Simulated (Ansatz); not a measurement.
The system is PbS (Galena).

```xyz
2
Lattice="0.0000 2.9657 2.9657 2.9657 0.0000 2.9657 2.9657 2.9657 0.0000" Properties=species:S:1:pos:R:3 pbc="T T T"
Pb    0.0000    0.0000    0.0000
S     2.9657    2.9657    2.9657
```

Base run:

```yaml
Program: Ansatz 0.2.0
Functional: PBEsol
Potentials_or_basis: all-electron PAW datasets made for the crystal
Cutoff: 260 eV (chosen from the basis error)
k_mesh: 8 × 8 × 8
Occupations: fermi-dirac, width 0.05 eV
Spin: no spin polarisation
```

Its results: band gap on the k mesh 0.25 eV, direct; pressure -0.9 GPa.

Task: The run is repeated on the same cell with these changes: potentials or basis from all-electron PAW datasets made for the crystal to all-electron LAPW, non-relativistic; cutoff from 260 eV (chosen from the basis error) to 178 eV (chosen from the basis error). What comes out?

Result: Band gap on the k mesh 0.23 eV, direct; pressure 0.3 GPa.

Caveats: spin-orbit coupling is left out, which as a rule narrows the gap of such compounds by several tenths of an eV; relativity is left out, which matters for the heavier elements (some runs).

The runs don't all hold the same shells in valence.
